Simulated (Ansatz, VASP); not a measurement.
# Sb: programs and potentials compared

```
Sb
1.0
     3.14881   -0.03353   -0.02717
    -0.03353    3.17433    0.01655
    -0.02717    0.01655    3.15759
Sb
1
Direct
  0.00136 0.00109 0.99816
```

This isn't the form of Sb at room conditions, which is rhombohedral.

Alike in all runs: task electric field gradients; functional PBE; k mesh 8 × 8 × 8; occupations gaussian, width 0.05 eV; no spin polarisation; no spin-orbit coupling. Pressure is positive in compression and, in plane waves, holds the error of the finite cutoff, which Ansatz's Pulay term estimates and takes out.

```csv
program and potentials,plane-wave cutoff (eV),notes,band gap (eV),pressure (GPa)
"Ansatz, Ansatz PAW",420,15 valence electrons an atom on average; Pulay term of +0.03 GPa included,no gap,-2.30
"VASP, PBE PAW files Sb, 520 eV",520,5 valence electrons an atom on average,no gap,-2.34
"Ansatz, PAW datasets made for the crystal",140,5 valence electrons an atom on average,no gap,-2.29
```

None finds a gap. The pressure spans -2.34 (VASP, PBE PAW files Sb, 520 eV) to -2.29 GPa (Ansatz, PAW datasets made for the crystal).

Differences between rows come from potentials, basis sets and numerical settings, since the functional is the same but for its coding. Runs on potential files found faulty are left out.
